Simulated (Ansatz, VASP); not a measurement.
# Two plane-wave programs on Ni2Ge

```xyz
6
Lattice="3.9798 0.0000 0.0000 -1.9899 3.4466 0.0000 0.0000 0.0000 5.0239" Properties=species:S:1:pos:R:3 pbc="T T T"
Ni    1.9899    1.1489    1.2560
Ni    0.0000    2.2977    3.7679
Ni    0.0000    0.0000    0.0000
Ni    0.0000    0.0000    2.5119
Ge    1.9899    1.1489    3.7679
Ge    0.0000    2.2977    1.2560
```

The cell comes from a database or a generator and needn't be the stable form of this composition.

Alike in both runs: task relaxation of cell and atoms; functional PBEsol; k mesh 12 × 12 × 8; occupations gaussian, width 0.1 eV; no spin polarisation.

```csv
,VASP,Ansatz
version,VASP 6.6.1,Ansatz 0.2.0
potentials or method,"VASP PAW PBE potentials, release 64 (Ni, Ge_d)","scalar-relativistic, plane waves, PAW"
plane-wave cutoff (eV),600,420
valence electrons in the cell,68,100
```

|  | VASP | Ansatz | Ansatz less VASP |
| --- | --- | --- | --- |
| gap on the k mesh at the Fermi level, each at its own relaxed structure (eV) | none | none | - |
| relaxed volume (Å³/atom) | 11.43 | 11.42 | -0.011 |
| relaxed cell length with the largest relative difference (Å) | 5.016 | 5.014 | -0.0021 |

A gap of «none» marks a metal or a gap that the smearing closes. The two sets of potentials don't hold the same shells in valence.

Caveats: the PAW data sets were made with another functional, which shifts forces and pressure a little (VASP). Spin polarisation is off, so any magnetic state and its effect on volume and gap are missing.
